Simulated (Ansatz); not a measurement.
# Si on a Hf site in HfO2

All numbers are calculated (PBE, no spin polarisation, no spin-orbit coupling; Ansatz, PAW set soft_2, 420 eV, k-mesh 2×2×2 shifted by half a step), not measured.

The relaxed host crystal (Kohn–Sham gap 4.04 eV):

```
CELL_PARAMETERS angstrom
5.16092 0.00000 -0.00536
0.00000 5.21212 0.00000
-0.89312 0.00000 5.27689
ATOMIC_POSITIONS crystal
Hf 0.27573 0.45706 0.70837
Hf 0.72427 0.95706 0.79163
Hf 0.72427 0.54294 0.29163
Hf 0.27573 0.04294 0.20837
O 0.44918 0.74279 0.97665
O 0.55082 0.24279 0.52335
O 0.55082 0.25721 0.02335
O 0.44918 0.75721 0.47665
O 0.06712 0.32865 0.34842
O 0.93288 0.82865 0.15158
O 0.93288 0.67135 0.65158
O 0.06712 0.17135 0.84842
```

Supercell of 24 atoms, rows of the matrix [[-1,0,-1],[1,1,0],[1,-1,0]] times the cell vectors; Si on a Hf site at (0.276, 0.457, 0.708) in fractions of the cell above. Atoms are relaxed at the host's cell. The cell loses 1 of its 8 Hf, so this is a heavily doped crystal.

Nearest atoms to the Si atom: in the perfect crystal O 2.05 Å, O 2.07 Å, O 2.15 Å, O 2.16 Å, O 2.17 Å, O 2.27 Å, O 2.27 Å; relaxed O 1.72 Å, O 1.76 Å, O 1.81 Å, O 1.83 Å, O 1.93 Å, O 2.54 Å, O 2.94 Å.

```csv
charge,gap of the cell on the mesh (eV),carriers
0,4.22,none in the bands
```

On this mesh the host's own supercell has a gap of 4.31 eV.

Formation energy of the neutral defect: 4.33 eV, taking atoms from and to the elements' standard states (no corrections for gases), so it belongs to those chemical potentials alone.

Caveats: semilocal functionals make gaps too small, which shifts levels too; small supercell, so energies and levels can be off by tenths of an eV; only one start was made, so other minima are possible.

Silicon substitutes for hafnium as an isovalent ion: both are tetravalent in the oxide, so the neutral cell needs no compensating carriers. The gap narrows only from 4.31 to 4.22 eV, which leaves no room for a deep level. This fits a valence band of O 2p character and a conduction edge of Hf 5d character, with the Si–O antibonding states probably lying higher.

The main response is structural. Si⁴⁺ is far too small for the Hf site and draws in part of the oxygen shell, with four contacts at 1.72–1.83 Å and a weaker one at 1.93 Å, while the oxygens at 2.54 and 2.94 Å are effectively released. Even the shortest contact is longer than in a typical silicate tetrahedron, which suggests that bonding to neighbouring Hf holds the oxygens back.

The formation energy of 4.33 eV probably combines this misfit with the stronger binding of oxygen to hafnium than to silicon, so it is not a measure of solubility against silica. Whether silicon favours another HfO2 polymorph remains untested.
